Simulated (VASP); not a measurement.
TaN: band structure with PBE

The system is TaN.

```xyz
4
Lattice="2.9218 0.0000 0.0000 -1.4609 2.5303 0.0000 0.0000 0.0000 5.9165" Properties=species:S:1:pos:R:3 pbc="T T T"
Ta    0.0000    0.0000    2.9583
Ta    0.0000    0.0000    0.0000
N     0.0000    1.6869    1.4791
N     1.4609    0.8434    4.4374
```

The cell comes from a database or a generator and needn't be the stable form of this composition.

```
Program                : VASP 6.6.1
Task                   : band structure
Functional             : PBE
Potentials or basis    : VASP PAW PBE potentials, release 64 (Ta_pv, N)
Cutoff                 : 520 eV
k mesh                 : 10 × 10 × 5
Occupations            : fermi-dirac, width 0.05 eV
Spin                   : no spin polarisation
Further INCAR settings : ALGO = Fast; EDIFF = 1e-07
```

- Pressure: -0.4 GPa
- Band gap along the path: none (metal or under the smearing width)

Stress tensor (GPa, compression positive):
```
-0.44  0.00  0.00
 0.00 -0.44  0.00
 0.00  0.00 -0.23
```

Levels at the corners of the path, in eV from the Fermi level:
```
point  band 13  band 14  band 15  band 16  band 17  band 18  band 19  band 20
    Γ    -3.49    -1.99    -1.99    -0.23    -0.23     0.55     0.55     2.33
    M    -4.15    -3.69    -2.80    -2.11     2.83     3.93     4.79     5.12
    M    -4.15    -3.69    -2.80    -2.11     2.83     3.93     4.79     5.13
    K    -5.91    -3.85     0.21     0.21     0.95     0.95     2.00     4.91
    K    -5.91    -3.85     0.21     0.21     0.95     0.95     2.00     4.91
    Γ    -3.49    -1.99    -1.99    -0.23    -0.23     0.55     0.55     2.33
    Γ    -3.49    -1.99    -1.99    -0.23    -0.23     0.55     0.55     2.33
    A    -3.85    -3.85    -0.66    -0.66     0.98     0.98     0.98     0.98
    A    -3.85    -3.85    -0.66    -0.66     0.98     0.98     0.98     0.98
    L    -4.33    -4.33    -2.20    -2.20     3.87     3.87     4.73     4.73
    L    -4.33    -4.33    -2.20    -2.20     3.87     3.87     4.73     4.73
    H    -5.68    -5.68    -0.43    -0.43     2.69     2.69     3.11     3.11
    H    -5.68    -5.68    -0.43    -0.43     2.69     2.69     3.11     3.11
    A    -3.85    -3.85    -0.66    -0.66     0.98     0.98     0.98     0.98
    L    -4.33    -4.33    -2.20    -2.20     3.87     3.87     4.73     4.73
    M    -4.15    -3.69    -2.80    -2.11     2.83     3.93     4.79     5.13
    K    -5.91    -3.85     0.21     0.21     0.95     0.95     2.00     4.91
    H    -5.68    -5.68    -0.43    -0.43     2.69     2.69     3.11     3.11
```

Run time: 62 s on 1 thread of Intel(R) Xeon(R) Platinum 8559C (Emerald Rapids), on a shared host, peak memory 0.21 GiB.

Caveat: spin-orbit coupling is left out, which moves the levels of the heavy elements.
